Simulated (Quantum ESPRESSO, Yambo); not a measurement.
Planning a run of Yambo 5.3.0 on WS2 (2H monolayer). The input:

```
HF_and_locXC
gw0
dyson
cohsex
em1s
rim_cut
rim_w
RandQpts= 3000000
RandGvec= 100 RL
CUTGeo= "slab z"
RandGvecW= 9 RL
EXXRLvcs= 62 Ry
VXCRLvcs= 248 Ry
Chimod= "HARTREE"
% BndsRnXs
 1 | 178 |
%
NGsBlkXs= 9.5 Ry
% LongDrXs
 1 | 1 | 0 |
%
% GbndRnge
 1 | 178 |
%
DysSolver= "n"
ExtendOut
% QPkrange
 7 | 7 | 23 | 30 |
 1 | 1 | 23 | 30 |
%
```

```sh
OMP_NUM_THREADS=1 mpirun -n 4 yambo -F gw6.in -J gw6 -C gw6 > gw6.log
```

The stored states that it reads are on a 6×6×1 mesh. The cell holds 3 atoms: 1 W and 2 S. Cell: a = 3.187 Å, b = 3.187 Å, c = 16.000 Å, α = 90.0°, β = 90.0°, γ = 120.0°. Vacuum lies along c.

**Question.** Estimate wall time and host memory on 4 MPI ranks of Arm Neoverse V1, shared host.

It took 5.2 min; on shared hardware allow 2.6 min to 10 min. Peak host memory was 3.6 GiB.

The screening grows as filled bands × empty bands × pairs of k points, times the square of the screening basis for the matrix.

[Paths, hosts, dates, memory and timing lines, banners, echoed tables and standing remarks are left out of the program output.]

[Logs are printed without paths, hosts, clocks, repeated set-up lines and the standing remarks that a program may print on its own settings, such as how far it seeks lower states.]

[Runs of the session that timed out or met a known fault of the program may be left out.]

[Hosts, paths, dates, database ids (printed as entryN), source tags and the programs' standing remarks are cut or masked in the printed files.]
